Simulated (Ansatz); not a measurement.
# In3GaP4 (quasi-random alloy, started on the GaP lattice) (P1): a band-gap study from LDA to G0W0 at the band limit

The study climbs from cheap functionals to G0W0 on In3GaP4 (quasi-random alloy, started on the GaP lattice) (P1) and then asks what each convergence step is worth.

Program: Ansatz 0.2.0. Level of theory: density functionals, hybrids, G0W0, plane waves, PAW. Results are calculated unless marked as measured.

### 1. Set-up

The cell holds 32 atoms: 4 Ga, 12 In and 16 P. Its edges and angles: a = 9.898 Å, b = 9.901 Å, c = 9.893 Å, α = 109.5°, β = 109.5°, γ = 109.5°. It derives from GaP.

The structure was relaxed with LDA. The runs that relaxed it are not among those shown. The default PAW set here is soft_2. Its files were made with PBE.

### 2. LDA bands

The cheap functional maps the bands first; the places of the edges decide which points the dearer methods must see.

This step: DFT, LDA, plane waves, PAW.

The input, input.yaml:

```yaml
crystal:
  lattice:
    - [-5.7157253596, 5.714119744, -5.7140078984]
    - [5.7178479516, 5.7163494784, 5.7141150407]
    - [5.7116550362, -5.7142268864, -5.7100447173]
  atoms:
    - { symbol: Ga, position: [0.0062605256, -0.0003827223, 0.0016119557] }
    - { symbol: In, position: [0.2475405168, 0.4953287688, 0.2481162535] }
    - { symbol: In, position: [0.4929097767, 0.0002785294, 0.4976180423] }
    - { symbol: In, position: [0.7524999517, 0.5043380545, 0.7522465831] }
    - { symbol: In, position: [0.747904229, 0.2502833834, 0.0026884215] }
    - { symbol: Ga, position: [0.0033113129, 0.7549409378, 0.2519456278] }
    - { symbol: In, position: [0.2479357613, 0.241514029, 0.493241913] }
    - { symbol: In, position: [0.5025710527, 0.7549647822, 0.7528052348] }
    - { symbol: In, position: [0.5029770067, 0.495682782, 0.0026947319] }
    - { symbol: In, position: [0.752318647, 4.07616e-05, 0.2476798655] }
    - { symbol: In, position: [-0.0029368916, 0.5046604498, 0.4975124692] }
    - { symbol: Ga, position: [0.2482105254, 0.0010991294, 0.7513787828] }
    - { symbol: In, position: [0.2475790953, 0.7584510292, 0.0017646202] }
    - { symbol: Ga, position: [0.4933099335, 0.2462363188, 0.2433477134] }
    - { symbol: In, position: [0.7567233559, 0.7499244696, 0.5020830441] }
    - { symbol: In, position: [0.0018808696, 0.2446160743, 0.7523275803] }
    - { symbol: P, position: [-0.00391667, 0.2332733846, 0.0012711274] }
    - { symbol: P, position: [0.2359467667, 0.7466537607, 0.2475467035] }
    - { symbol: P, position: [0.5020533929, 0.2529518826, 0.4868609721] }
    - { symbol: P, position: [0.76550547, 0.7659843909, 0.7639381637] }
    - { symbol: P, position: [0.7664203475, 0.5138906057, 0.0149581098] }
    - { symbol: P, position: [-0.0003356906, -0.0134141436, 0.2344040139] }
    - { symbol: P, position: [0.2491434801, 0.4976657437, 0.5016941961] }
    - { symbol: P, position: [0.4861097048, 0.0030803127, 0.7509972971] }
    - { symbol: P, position: [0.4962308885, 0.7465210875, 0.0008767851] }
    - { symbol: P, position: [0.7350821813, 0.2495840295, 0.2508008487] }
    - { symbol: P, position: [0.0155426831, 0.7667101155, 0.5005053025] }
    - { symbol: P, position: [0.2524553574, 0.2373518121, 0.7479773156] }
    - { symbol: P, position: [0.2489612181, 0.0128211133, -0.0027440568] }
    - { symbol: P, position: [0.5019824434, 0.4893875507, 0.2538494849] }
    - { symbol: P, position: [0.7456223037, -0.0032061036, 0.4975818753] }
    - { symbol: P, position: [0.0022004545, 0.4987676802, 0.7504190218] }
kpoints:
  mp_grid: { grid: [4, 4, 4] }
  band_path:
    path:
      - [[0.0, 0.0, 0.0], [0.5, 0.0, 0.0]]
      - [[0.0, 0.5, 0.0], [0.0, 0.0, 0.0], [0.0, 0.0, 0.5]]
      - [[0.5, 0.5, 0.5], [0.0, 0.0, 0.0]]
    npoints: 10
hamiltonian:
  xc: lda
scf:
  occupations: { method: fermi_dirac, width: 0.02 }
  n_extra_bands: 14
output:
  eigenvalues: true
  write_density: true
  write_potential: true
  elf: true
  volumetric_format: npy
```

Launch:

```bash
> ansatz run input.yaml --threads 3 --pin off --max-ram 92160MiB --backend cuda --events-out ev --progress --plain --runs-dir out --devices 1 --max-vram 13GiB  # rebuilt from the run's record
```

Numbers of over 12 decimals in the logs are rounded to 6 here.

Output:

```text
scf.n_extra_bands = 14 over 144 filled bands (N_el = 288.0): the run solves 158 bands
GPUs: using 1 of 1 available (devices: 1).
Engine: ansatz 0.2.0, x86_64-unknown-linux-gnu
Pseudopotentials: kind: paw
Pseudopotential: Ga, paw, valence charge 13, recommended cutoff 420 eV (normal), Ga.paw.azcp
Pseudopotential: In, paw, valence charge 13, recommended cutoff 420 eV (normal), In.paw.azcp
Pseudopotential: P, paw, valence charge 5, recommended cutoff 420 eV (normal), P.paw.azcp
Functional definition: SPW92
  exchange = slater_x
  correlation = pw_c
GPU FFT provider: cuFFT
GPU libraries: cuBLAS 13.8.2, cuFFT 12.4.0, cuSOLVER 12.3.4
Crystal: 32 atoms, lattice volume = 746.245 Å³
Basis set: ecut = 420 eV, 14627 PW (Γ)
Bands: 158, of which v1, the nominal top of the filled ones, is band 144 counted from 1 (143 counted from 0)
Symmetry: 1 space group operations
Space group: P1 (ITA 1), of the structure as read, at distance tolerance 9.1e-5 Å
k-points: 36 of 64 (time reversal used)
Non-local potential: Ga, projectors of the file, l = 0: 2, l = 1: 2, l = 2: 3, l = 3: 1
Non-local potential: In, projectors of the file, l = 0: 2, l = 1: 2, l = 2: 2, l = 3: 2
Non-local potential: P, projectors of the file, l = 0: 2, l = 1: 2, l = 2: 2
PAW form: soft (Blöchl's): semilocal exchange-correlation on the pseudo side does not see the compensation charge
PAW frozen core: Ga, regenerated for the run's functional, and the local potential with it (the file was generated under x = pbe(κ = 0.804, μ = 0.219515), c = pbe(β = 0.066725))
PAW frozen core: In, regenerated for the run's functional, and the local potential with it (the file was generated under x = pbe(κ = 0.804, μ = 0.219515), c = pbe(β = 0.066725))
PAW frozen core: P, regenerated for the run's functional, and the local potential with it (the file was generated under x = pbe(κ = 0.804, μ = 0.219515), c = pbe(β = 0.066725))
PAW one-centre angular grid: Ga, 590 points (default); XC on 64 Gauss nodes
PAW one-centre angular grid: In, 590 points (default); XC on 64 Gauss nodes
PAW one-centre angular grid: P, 110 points (default); XC on 64 Gauss nodes
Initial density: superposition of atomic densities (neutral atoms: chi_scale 0, normalization atom), corrected by the library's trained network
Initial wavefunctions: pseudopotential atomic-orbital guess
GPU buffer pool allocated for 373248 grid points (all kernels)
GPU transforms: local potential and band sums: pruned to the plane-wave sphere, on 72×72×72
Functional: x = slater, c = lda
SCF iter   1: F=—  HF=-91937.462393 eV  |F-HF|=—  |Δ(HF+E_count)|=         —  Δρ=8.01e-3  dr2=4.63e-1  ethr=1.77e-3  ⟨swp⟩=8.9  Hψ=27898  notcnv=0  defer=2
preconditioner: auto → Resta (q_TF=auto, 2.328 Å⁻¹)  ε∞=4.4  [insulator: Δε(μ)=0.722 eV  Ē_g=12.516 eV  σ=0.020 eV  W_gap=1.00  n_scr=140 (ndim 8)  ℏωp=23.1 eV  f_vac=0.013  D(μ)=0.00/eV (n_scr^D=0)  ε∞_Penn≈4.4]
SCF iter   2: F=—  HF=-91937.321793 eV  |F-HF|=—  |Δ(HF+E_count)|=   1.41e-1  Δρ=3.63e-3  dr2=9.72e-2  ethr=1.61e-4  ⟨swp⟩=2.1  Hψ=8725  notcnv=0  defer=281
SCF iter   3: F=—  HF=-91937.294146 eV  |F-HF|=—  |Δ(HF+E_count)|=   2.76e-2  Δρ=6.81e-4  dr2=3.29e-3  ethr=3.37e-5  ⟨swp⟩=3.8  Hψ=12445  notcnv=0  defer=281
SCF iter   4: F=—  HF=-91937.294966 eV  |F-HF|=—  |Δ(HF+E_count)|=   8.20e-4  Δρ=3.79e-4  dr2=9.55e-4  ethr=1.14e-6  ⟨swp⟩=2.0  Hψ=10678  notcnv=0  defer=281
SCF iter   5: F=—  HF=-91937.293042 eV  |F-HF|=—  |Δ(HF+E_count)|=   1.92e-3  Δρ=1.00e-4  dr2=1.01e-4  ethr=3.32e-7  ⟨swp⟩=2.0  Hψ=10570  notcnv=0  defer=281
SCF iter   6: F=—  HF=-91937.292331 eV  |F-HF|=—  |Δ(HF+E_count)|=   7.11e-4  Δρ=3.05e-5  dr2=9.26e-6  ethr=3.52e-8  ⟨swp⟩=2.0  Hψ=6664  notcnv=0  defer=281
SCF iter   7: F=—  HF=-91937.293392 eV  |F-HF|=—  |Δ(HF+E_count)|=   1.06e-3  Δρ=8.47e-6  dr2=5.11e-7  ethr=3.22e-9  ⟨swp⟩=3.0  Hψ=12431  notcnv=0  defer=281
SCF iter   8: F=-91937.293392 eV  HF=-91937.293392 eV  |F-HF|=2.20e-8  |Δ(HF+E_count)|=   8.04e-8  Δρ=1.81e-6  dr2=5.07e-8  ethr=3.47e-11  ⟨swp⟩=10.6  Hψ=22364  notcnv=0
SCF 1 converged in 8 iterations: F = -91937.293392 eV  dr2 = 5.07e-8
[...]
device memory: the entry about to start is reckoned to put 7.4 GiB on a device that reports 45.3 GiB free (of which the cap on the GPU budget leaves the run 13.0 GiB)
NSCF: frozen V_eff on 43 k-points
SCF converged after 8 iterations
Free energy (F): -91937.293392 eV
Harris-Foulkes:  -91937.293392 eV  (|F-HF|=2.20e-8)
Internal energy: -91937.293392 eV  (E = F + TS)
E sigma→0 (E₀):  -91937.293392 eV
Fermi energy:    7.513946 eV
--- Per-component energies (eV) ---
  E_band       = -863.275689
  E_kinetic    = 4530.283998
  E_local      = -25545.052862  (includes V_loc(G=0)·N_el)
  E_nonlocal   = 6718.129071
  E_hartree    = 10651.854526
  E_xc         = -3817.664012
  E_vxc        = -2423.746712  (∫ρ·V_xc dr)
  E_paw        = -64488.850583  (= ΣΔE_a)
  E_vpaw       = -5446.594263  (= ΣTr[D̂ρ^β])
  E_aug_tail   = -0.000102  (compensation charges beyond the density's cutoff)
  E_ewald      = -19998.199408
  E_core_change = 12.205980  (= ΣΔE_core)
  E_smearing   = -0.000000  (= −TS)
  E_closure    = 0.000000  (closes the sum)
  Σ components = -91937.293392   (vs F -91937.293392, Δ=0.00e0)
--- Band table (eV; the first three rows and the last of 36) ---
  k-point 0: bands = [... 140 lower, 6.1877, 7.0824, 7.0986, 7.1167, 7.8977, 8.5735, 8.5994, 8.6220, ... 10 higher]
  k-point 1: bands = [... 140 lower, 6.2240, 6.4790, 6.7591, 7.0415, 8.7333, 8.8754, 8.8976, 8.9510, ... 10 higher]
  k-point 2: bands = [... 140 lower, 5.9737, 5.9914, 6.7809, 6.8906, 9.0609, 9.1884, 9.2880, 9.4439, ... 10 higher]
  k-point 35: bands = [... 140 lower, 6.1262, 6.1384, 6.1550, 6.1933, 8.3232, 8.4377, 8.4662, 8.6088, ... 10 higher]
```

Wall time 19 s (1 × NVIDIA H100 80GB HBM3 (shared by 6 runs) with 3 threads of AMD EPYC 7R13 (Zen 3), shared host); peak memory 2.4 GiB; 28 s of CPU time.

Numbers from this step:

| Quantity | Value |
| --- | --- |
| filled bands | 144 |
| gap | 0.7810 eV |
| valence top at | Γ |
| conduction bottom at | Γ |
| least direct gap | 0.7810 eV |

In a supercell the zone is folded, so edges from different points of the primitive zone can meet at one k.

The electronic bands at the labelled points (eV, zero at the top of the highest nominally filled band):

| point | band 141 | band 142 | band 143 | band 144 | band 145 | band 146 | band 147 | band 148 |
| --- | --- | --- | --- | --- | --- | --- | --- | --- |
| Γ | -0.93 | -0.03 | -0.02 | 0.00 | 0.78 | 1.46 | 1.48 | 1.51 |
| halfway | -0.94 | -0.63 | -0.34 | -0.08 | 1.62 | 1.74 | 1.79 | 1.81 |
| X | -1.14 | -1.10 | -0.34 | -0.22 | 1.96 | 2.17 | 2.23 | 2.33 |
| jump to Y | -1.13 | -1.13 | -0.36 | -0.20 | 1.94 | 2.24 | 2.27 | 2.34 |
| halfway | -0.99 | -0.63 | -0.34 | -0.07 | 1.63 | 1.75 | 1.76 | 1.81 |
| Γ | -0.93 | -0.03 | -0.02 | 0.00 | 0.78 | 1.46 | 1.48 | 1.51 |
| halfway | -0.89 | -0.64 | -0.36 | -0.08 | 1.62 | 1.76 | 1.78 | 1.83 |
| Z | -1.14 | -1.13 | -0.34 | -0.23 | 1.94 | 2.07 | 2.17 | 2.33 |
| jump to R | -0.99 | -0.98 | -0.96 | -0.92 | 1.21 | 1.32 | 1.35 | 1.49 |
| halfway | -0.60 | -0.56 | -0.51 | -0.48 | 1.55 | 1.66 | 1.72 | 1.80 |
| Γ | -0.93 | -0.03 | -0.02 | 0.00 | 0.78 | 1.46 | 1.48 | 1.51 |

Electrostatic potential energy in the ac plane at fractional y = 0.000, with atoms of Ga and In and P within 0.2 Å of it. With pseudopotentials it is smooth inside the atoms' cores, unlike the true potential.

Ten even steps from '_' (-53 eV) to '@' (11 eV), each cell a mean:
```
++++##%%##..____::##@@@@@@@@@@@@@@@@@@@@@@@@@@@@@@##++++
**##%%@@##==::==##@@@@@@@@@@@@@@@@@@@@@@@@@@@@@@@@%%****
%%@@@@@@@@%%%%%%%%@@@@@@@@@@@@@@@@@@@@@@@@@@@@@@@@@@%%%%
@@@@@@@@@@%%%%####%%@@@@@@%%####%%@@@@@@@@@@@@@@@@@@@@@@
@@@@@@@@@@##**++++**%%%%**::..--##@@@@@@@@@@@@@@@@@@@@@@
@@@@@@@@%%++++++++**%%**..____::##@@@@@@@@@@@@@@@@@@@@@@
@@@@@@@@##++++++++##%%++..____++%%@@@@@@@@@@@@@@@@@@@@@@
@@@@@@@@%%******##@@@@##====**%%@@@@@@@@@@@@@@@@@@@@@@@@
@@@@@@@@@@%%%%%%@@@@@@@@%%%%%%%%@@@@@@@@@@@@@@@@@@@@@@@@
@@@@@@@@@@@@@@@@@@@@@@@@%%##****##%%@@@@%%####%%@@@@@@@@
@@@@@@@@@@@@@@@@@@@@@@%%**--::--++%%@@##--..::**%%@@@@@@
@@@@@@@@@@@@@@@@@@@@@@**--::::::++%%%%--______++@@@@@@@@
@@@@@@@@@@@@@@@@@@@@%%++--::::--##%%##::____--##@@@@@@@@
@@@@@@@@@@@@@@@@@@@@%%**==--==##%%@@%%++==++##@@@@@@@@@@
@@@@@@@@@@@@@@@@@@@@@@%%####%%@@@@@@@@%%%%%%%%@@@@@@@@@@
%%##%%@@@@@@@@@@@@@@@@@@@@@@@@@@@@@@@@%%##****##%%@@@@@@
::::++%%@@@@@@@@@@@@@@@@@@@@@@@@@@@@@@**==----==##@@%%++
____==%%@@@@@@@@@@@@@@@@@@@@@@@@@@@@##==::::::==##%%++..
__..**@@@@@@@@@@@@@@@@@@@@@@@@@@@@@@**--::::--**%%%%==__
--**%%@@@@@@@@@@@@@@@@@@@@@@@@@@@@@@##==--==**%%@@%%++--
%%%%@@@@@@@@@@@@@@@@@@@@@@@@@@@@@@@@%%####%%%%@@@@@@%%%%
######%%@@@@%%%%%%%%@@@@@@@@@@@@@@@@@@@@@@@@@@@@@@@@@@%%
++++**%%@@##==::--##@@@@@@@@@@@@@@@@@@@@@@@@@@@@@@@@##**
++++**%%%%--____..**@@@@@@@@@@@@@@@@@@@@@@@@@@@@@@%%**++
```
Columns run along a (9.9 Å; values clipped at the 3rd and 97th percentile), rows up along c (9.9 Å). Atoms in or near the plane, at fractional coordinates: Ga at (0.01, 0.00), In at (0.49, 0.50), In at (0.75, 0.25), Ga at (0.25, 0.75), P at (0.00, 0.23), P at (0.49, 0.75), P at (0.25, 0.00), P at (0.75, 0.50).

Valence density in the ac plane at fractional y = 0.000, with atoms of Ga and In and P within 0.2 Å of it. It is the smooth field of the valence electrons, not physical close to the nuclei.

Values in e/Å³, 13 rows by 16 columns, each cell a mean:
```
 7  1  1  1  1  0  0  0  0  0  0  0  0  0  0  4
 0  0  0  1  1  0  0  0  0  0  0  0  0  0  0  0
 0  0  0  4  9  1  0  1  1  0  0  0  0  0  0  0
 0  0  0 10 12  1  1  0  1  0  0  0  0  0  0  0
 0  0  0  0  0  0  0  1  0  0  0  0  0  0  0  0
 0  0  0  0  0  0  0  2  3  1  0  0  1  0  0  0
 0  0  0  0  0  0  1  7  7  1  1  0  0  0  0  0
 0  0  0  0  0  0  1  2  1  0  0  1  1  0  0  0
 0  0  0  0  0  0  0  0  0  0  0  1  2  1  0  0
 0  1  0  0  0  0  0  0  0  0  0  5  8  2  0  1
 1  0  0  0  0  0  0  0  0  0  1  3  3  0  0  1
 1  0  0  0  0  0  0  0  0  0  0  0  0  0  0  0
19  1  1  1  0  0  0  0  0  0  0  0  0  0  0  5
```
Columns run along a (9.9 Å), rows up along c (9.9 Å). Atoms in or near the plane, at fractional coordinates: Ga at (0.01, 0.00), In at (0.49, 0.50), In at (0.75, 0.25), Ga at (0.25, 0.75), P at (0.00, 0.23), P at (0.49, 0.75), P at (0.25, 0.00), P at (0.75, 0.50).

### 3. LDA+SOC

The many-body steps leave out spin-orbit coupling, so its effect is taken from a two-component run, with twice the bands.

This step: DFT, LDA with spin-orbit coupling, plane waves, PAW.

Changes to input.yaml since step 2:

```diff
@@ -42,6 +42,8 @@
     path:
-      - [[0.0, 0.0, 0.0], [0.5, 0.0, 0.0]]
-      - [[0.0, 0.5, 0.0], [0.0, 0.0, 0.0], [0.0, 0.0, 0.5]]
-      - [[0.5, 0.5, 0.5], [0.0, 0.0, 0.0]]
-    npoints: 10
+      - [0.0, 0.0, 0.0]
+      - [0.5, 0.0, 0.0]
+      - [0.0, 0.5, 0.0]
+      - [0.0, 0.0, 0.5]
+      - [0.5, 0.5, 0.5]
+    npoints: 1
 hamiltonian:
@@ -50,3 +52,6 @@
   occupations: { method: fermi_dirac, width: 0.02 }
-  n_extra_bands: 14
+  n_extra_bands: 28
+magnetization:
+  noncollinear: true
+  spin_orbit: true
 output:
```

Output:

```text
[...]
GPUs: using 1 of 1 available (devices: 1).
[...]
non-collinear run that drives no moment, with spin-orbit: no starting moment large enough to seed its density (crystal.atoms[].spin), no starting occupations that ask for one, no magnetisation constraint and no magnetic field, so the semilocal B_xc is pinned to zero
GPU FFT provider: cuFFT
[...]
k-point 0: bands = [... 284 lower, 7.1220, 7.1220, 7.1416, 7.1416, 7.8986, 7.8986, 8.5710, 8.5710, ... 24 higher]
  k-point 1: bands = [... 284 lower, 6.7177, 6.7826, 7.0366, 7.0490, 8.7233, 8.7399, 8.8677, 8.8741, ... 24 higher]
  k-point 2: bands = [... 284 lower, 6.7786, 6.7786, 6.8889, 6.8889, 9.0595, 9.0595, 9.1853, 9.1853, ... 24 higher]
  k-point 35: bands = [... 284 lower, 6.1938, 6.1938, 6.2161, 6.2161, 8.3222, 8.3222, 8.4374, 8.4374, ... 24 higher]
[key lines of the parts left out:]
SCF converged after 9 iterations
Magnetization: |M| = 0.0000 μB,  M = (+0.0000, +0.0000, +0.0000) μB
Free energy (F): -91959.787701 eV
Fermi energy:    7.524156 eV
```

Elapsed: 44 s, on 1 × NVIDIA H100 80GB HBM3 (shared by 6 runs) with 3 threads; peak memory 7 GiB; 45 s of CPU time.

This step gave:

| Property | Result |
| --- | --- |
| gap | 0.7570 eV |
| valence top at | Γ |
| conduction bottom at | Γ |
| least direct gap | 0.7570 eV |

The gap stands −0.02 eV against LDA.

### 4. HSE06

HSE06 mixes in a quarter of exact exchange at short range. Exchange couples all pairs of k points, which makes a full band path dear, so levels are read on the mesh and at chosen points.

This step: DFT, HSE06, plane waves, PAW.

Changes to input.yaml since step 3:

```diff
@@ -39,3 +39,3 @@
 kpoints:
-  mp_grid: { grid: [4, 4, 4] }
+  mp_grid: { grid: [2, 2, 2] }
   band_path:
@@ -49,14 +49,7 @@
 hamiltonian:
-  xc: lda
+  xc: hse06
 scf:
-  occupations: { method: fermi_dirac, width: 0.02 }
-  n_extra_bands: 28
-magnetization:
-  noncollinear: true
-  spin_orbit: true
+  occupations: { method: fixed }
+  n_extra_bands: 14
 output:
   eigenvalues: true
-  write_density: true
-  write_potential: true
-  elf: true
-  volumetric_format: npy
```

Output:

```text
[...]
GPUs: using 1 of 1 available (devices: 1).
[...]
davidson cushion auto → on  (no smearing: the cushion is to keep the highest requested band from converging to the state above it; pin scf.eigensolver.cushion to override)
[...]
GPU FFT provider: cuFFT
GPU libraries: cuBLAS 13.8.2, cuFFT 12.4.0, cuSOLVER 12.3.4
Crystal: 32 atoms, lattice volume = 746.245 Å³
Basis set: ecut = 420 eV, 14627 PW (Γ)
[...]
Fermi energy:    6.947656 eV
[...]
--- Band table (eV; the first three rows and the last of 8) ---
  k-point 0: bands = [... 140 lower, 5.9563, 6.9143, 6.9299, 6.9477, 8.7859, 9.1706, 9.1945, 9.2189, ... 10 higher]
  k-point 1: bands = [... 140 lower, 5.7334, 5.7664, 6.5924, 6.7092, 9.7464, 9.9230, 9.9982, 10.2580, ... 10 higher]
  k-point 2: bands = [... 140 lower, 5.7680, 5.7772, 6.5672, 6.7390, 9.7358, 10.0447, 10.1886, 10.2276, ... 10 higher]
  k-point 7: bands = [... 140 lower, 5.8865, 5.8994, 5.9166, 5.9566, 9.0981, 9.2242, 9.2547, 9.4143, ... 10 higher]
[key lines of the parts left out:]
Free energy (F): -94463.826460 eV
```

Elapsed: 2.3 min, on 1 × NVIDIA H100 80GB HBM3 (shared by 6 runs) with 3 threads; peak memory 2.8 GiB.

Numbers from this step:

| Property | Result |
| --- | --- |
| gap | 1.838 eV |
| valence top at | Γ |
| conduction bottom at | Γ |
| least direct gap | 1.838 eV |

The gap stands +1.06 eV against LDA.

[end of part 1 of 2]

[Paths, hosts, dates, memory and timing lines, banners, echoed tables and standing remarks are left out of the program output.]

[Logs are printed without paths, hosts, clocks, repeated set-up lines and the standing remarks that a program may print on its own settings, such as how far it seeks lower states.]

[Runs of the session that timed out or met a known fault of the program may be left out.]

[Cells called generated may have been cut or substituted from an entry of the Crystallography Open Database or the Materials Project.]

[Hosts, paths, dates, database ids (printed as entryN), source tags and the programs' standing remarks are cut or masked in the printed files.]
